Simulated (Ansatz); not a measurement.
Point defect: H interstitial in WS2

Theory: DFT PBE, scalar-relativistic, plane waves, PAW in Ansatz 0.2.0. Settings: 420 eV cutoff, 1×1×1 k-mesh, Gaussian smearing of 0.01 eV, collinear spin in charge 0 alone.

Host crystal, relaxed:

```cif
data_structure
_symmetry_space_group_name_H-M 'P 1'
_symmetry_Int_Tables_number 1
_cell_length_a 7.6977
_cell_length_b 7.6977
_cell_length_c 7.6977
_cell_angle_alpha 23.900
_cell_angle_beta 23.900
_cell_angle_gamma 23.900
_cell_volume 65.78
loop_
_atom_site_label
_atom_site_type_symbol
_atom_site_fract_x
_atom_site_fract_y
_atom_site_fract_z
_atom_site_occupancy
W1 W 0.00068 0.00068 0.00068 1
S1 S 0.40407 0.40407 0.40407 1
S2 S 0.26395 0.26395 0.26395 1
```

Supercell of 48 atoms, rows in host cell vectors: 1 1 -3; 1 -3 1; -3 1 1. Atoms relax at the host's cell, keeping the symmetry that the supercell leaves at the site. The cell is small, so energies carry finite-size errors of tenths of an eV. The zone centre alone is far too coarse a mesh for this cell, so the numbers show that error and aren't the defect's converged properties. The host's Kohn–Sham gap is 1.64 eV.

Spin-orbit coupling is left out, which matters for the bands and energies of heavy elements.

Defect: H interstitial, charge 0.

Command:

```bash
ansatz run input.yaml --threads 4 --pin off --max-ram 10240MiB --backend cpu --events-out ev --progress --plain --runs-dir out
```

The input:

```yaml
crystal:
  lattice:
    - [0.0, 7.3617871071, -7.4744493696]
    - [6.375494652, -3.6808935536, -7.4744493696]
    - [-6.375494652, -3.6808935536, -7.4744493696]
  atoms:
    - { symbol: W, position: [0.9993225509, 0.2493225509, 0.7493225509] }
    - { symbol: W, position: [0.2493225509, 0.9993225509, 0.7493225509] }
    - { symbol: W, position: [0.4993225509, 0.7493225509, 0.7493225509] }
    - { symbol: W, position: [0.9993225509, 0.4993225509, 0.4993225509] }
    - { symbol: W, position: [0.7493225509, 0.4993225509, 0.7493225509] }
    - { symbol: W, position: [0.2493225509, 0.2493225509, 0.4993225509] }
    - { symbol: W, position: [0.4993225509, 0.9993225509, 0.4993225509] }
    - { symbol: W, position: [0.9993225509, 0.7493225509, 0.2493225509] }
    - { symbol: W, position: [0.7493225509, 0.7493225509, 0.4993225509] }
    - { symbol: W, position: [0.2493225509, 0.4993225509, 0.2493225509] }
    - { symbol: W, position: [0.4993225509, 0.2493225509, 0.2493225509] }
    - { symbol: W, position: [0.9993225509, 0.9993225509, 0.9993225509] }
    - { symbol: W, position: [0.7493225509, 0.9993225509, 0.2493225509] }
    - { symbol: W, position: [0.2493225509, 0.7493225509, 0.9993225509] }
    - { symbol: W, position: [0.4993225509, 0.4993225509, 0.9993225509] }
    - { symbol: W, position: [0.7493225509, 0.2493225509, 0.9993225509] }
    - { symbol: S, position: [0.5959257297, 0.8459257297, 0.3459257297] }
    - { symbol: S, position: [0.8459257297, 0.5959257297, 0.3459257297] }
    - { symbol: S, position: [0.0959257297, 0.3459257297, 0.3459257297], spin: 0.143 }
    - { symbol: S, position: [0.5959257297, 0.0959257297, 0.0959257297] }
    - { symbol: S, position: [0.3459257297, 0.0959257297, 0.3459257297], spin: 0.143 }
    - { symbol: S, position: [0.8459257297, 0.8459257297, 0.0959257297] }
    - { symbol: S, position: [0.0959257297, 0.5959257297, 0.0959257297] }
    - { symbol: S, position: [0.5959257297, 0.3459257297, 0.8459257297] }
    - { symbol: S, position: [0.3459257297, 0.3459257297, 0.0959257297], spin: 0.143 }
    - { symbol: S, position: [0.8459257297, 0.0959257297, 0.8459257297] }
    - { symbol: S, position: [0.0959257297, 0.8459257297, 0.8459257297] }
    - { symbol: S, position: [0.5959257297, 0.5959257297, 0.5959257297] }
    - { symbol: S, position: [0.3459257297, 0.5959257297, 0.8459257297] }
    - { symbol: S, position: [0.8459257297, 0.3459257297, 0.5959257297] }
    - { symbol: S, position: [0.0959257297, 0.0959257297, 0.5959257297] }
    - { symbol: S, position: [0.3459257297, 0.8459257297, 0.5959257297] }
    - { symbol: S, position: [0.7360517194, 0.9860517194, 0.4860517194] }
    - { symbol: S, position: [0.9860517194, 0.7360517194, 0.4860517194] }
    - { symbol: S, position: [0.2360517194, 0.4860517194, 0.4860517194] }
    - { symbol: S, position: [0.7360517194, 0.2360517194, 0.2360517194] }
    - { symbol: S, position: [0.4860517194, 0.2360517194, 0.4860517194] }
    - { symbol: S, position: [0.9860517194, 0.9860517194, 0.2360517194], spin: 0.143 }
    - { symbol: S, position: [0.2360517194, 0.7360517194, 0.2360517194] }
    - { symbol: S, position: [0.7360517194, 0.4860517194, 0.9860517194] }
    - { symbol: S, position: [0.4860517194, 0.4860517194, 0.2360517194] }
    - { symbol: S, position: [0.9860517194, 0.2360517194, 0.9860517194], spin: 0.143 }
    - { symbol: S, position: [0.2360517194, 0.9860517194, 0.9860517194], spin: 0.143 }
    - { symbol: S, position: [0.7360517194, 0.7360517194, 0.7360517194] }
    - { symbol: S, position: [0.4860517194, 0.7360517194, 0.9860517194] }
    - { symbol: S, position: [0.9860517194, 0.4860517194, 0.7360517194] }
    - { symbol: S, position: [0.2360517194, 0.2360517194, 0.7360517194] }
    - { symbol: S, position: [0.4860517194, 0.9860517194, 0.7360517194] }
    - { symbol: H, position: [0.1640625, 0.1640625, 0.171875], spin: 0.143 }
  host:
    lattice:
      - [1.593873663, 0.9202233884, 7.4744493696]
      - [-1.593873663, 0.9202233884, 7.4744493696]
      - [0.0, -1.8404467768, 7.4744493696]
    atoms:
      - { symbol: W, position: [0.0006774491, 0.0006774491, 0.0006774491] }
      - { symbol: S, position: [0.4040742703, 0.4040742703, 0.4040742703] }
      - { symbol: S, position: [0.2639482806, 0.2639482806, 0.2639482806] }
basis:
  ecutwfc: 420
  xc_grid: 2
kpoints:
  mp_grid: { grid: [1, 1, 1], shift: [0.0, 0.0, 0.0] }
hamiltonian:
  xc: pbe
scf:
  occupations: { method: gaussian, width: 0.01 }
output:
  forces: true
  stress: false
  eigenvalues: true
  populations: true
  charged_corrections:
    defect_position: [0.1640625, 0.1640625, 0.171875]
    epsilon: [[11.5894, 0.0, 0.0], [0.0, 11.5894, 0.0], [0.0, 0.0, 3.2073]]
magnetization:
  spin_polarized: true
relax:
  adjacent_minimum: "off"
  f_tol: 0.025
  max_steps: 45
```

From the output:

```
Warning: RAYON_NUM_THREADS=4 ignored (pool sized by the plan → 4); use --threads N
Crystal: 49 atoms, lattice volume = 1052.441 Å³
Basis set: ecut = 420 eV, 20557 PW (Γ), exchange–correlation on 144×144×144 points (8 copies of the dense FFT grid, shifted against one another)
Bands: 259, of which v1, the nominal top of the filled ones, is band 209 counted from 1 (208 counted from 0)
Symmetry: 2 space group operations
Space group: Cm (ITA 8), of the structure as read, at distance tolerance 1.0e-4 Å
k-points: 1
relax step   1: F+E_penalty+E_count = -195077.70645295 eV  Δ(F+E_penalty+E_count) = +0.000e0 eV  max|allowed force component| = 7.746e-2 eV/Å  Δτ_max = 0.0000 Å
relax step   2: F+E_penalty+E_count = -195077.70980787 eV  Δ(F+E_penalty+E_count) = -3.355e-3 eV  max|allowed force component| = 5.380e-2 eV/Å  Δτ_max = 0.0234 Å
relax step   3: F+E_penalty+E_count = -195077.71219326 eV  Δ(F+E_penalty+E_count) = -2.385e-3 eV  max|allowed force component| = 3.212e-2 eV/Å  Δτ_max = 0.0251 Å
relax step   4: F+E_penalty+E_count = -195077.71544202 eV  Δ(F+E_penalty+E_count) = -3.249e-3 eV  max|allowed force component| = 2.879e-2 eV/Å  Δτ_max = 0.1073 Å
relax step   5: F+E_penalty+E_count = -195077.72178779 eV  Δ(F+E_penalty+E_count) = -6.346e-3 eV  max|allowed force component| = 3.690e-2 eV/Å  Δτ_max = 0.1950 Å
relax step   6: F+E_penalty+E_count = -195077.73112996 eV  Δ(F+E_penalty+E_count) = -9.342e-3 eV  max|allowed force component| = 5.275e-2 eV/Å  Δτ_max = 0.1950 Å
relax step   7: F+E_penalty+E_count = -195077.74344214 eV  Δ(F+E_penalty+E_count) = -1.231e-2 eV  max|allowed force component| = 9.700e-2 eV/Å  Δτ_max = 0.1918 Å
relax step   8: F+E_penalty+E_count = -195077.75412894 eV  Δ(F+E_penalty+E_count) = -1.069e-2 eV  max|allowed force component| = 1.533e-1 eV/Å  Δτ_max = 0.1998 Å
relax step   9: F+E_penalty+E_count = -195077.75578329 eV  Δ(F+E_penalty+E_count) = -1.654e-3 eV  max|allowed force component| = 1.470e-1 eV/Å  Δτ_max = 0.0219 Å
relax step  10: F+E_penalty+E_count = -195077.76784912 eV  Δ(F+E_penalty+E_count) = -1.207e-2 eV  max|allowed force component| = 1.666e-1 eV/Å  Δτ_max = 0.1921 Å
relax step  11: F+E_penalty+E_count = -195077.79714822 eV  Δ(F+E_penalty+E_count) = -2.930e-2 eV  max|allowed force component| = 2.643e-1 eV/Å  Δτ_max = 0.1982 Å
relax step  12: F+E_penalty+E_count = -195077.81348639 eV  Δ(F+E_penalty+E_count) = -1.634e-2 eV  max|allowed force component| = 1.037e-1 eV/Å  Δτ_max = 0.1950 Å
relax step  13: F+E_penalty+E_count = -195077.81650145 eV  Δ(F+E_penalty+E_count) = -3.015e-3 eV  max|allowed force component| = 5.077e-2 eV/Å  Δτ_max = 0.0416 Å
relax step  14: F+E_penalty+E_count = -195077.81664732 eV  Δ(F+E_penalty+E_count) = -1.459e-4 eV  max|allowed force component| = 5.907e-3 eV/Å  Δτ_max = 0.0032 Å
SCF converged after 6 iterations
Free energy (F): -195077.816647 eV
E sigma→0 (E₀):  -195077.816647 eV
Fermi energy:    8.977203 eV
```

The relaxation gained 0.11 eV in 14 steps. The run took 2.4 min on 4 threads of Intel(R) Xeon(R) 6975P-C (Granite Rapids), on a shared host, peak memory 1.9 GiB.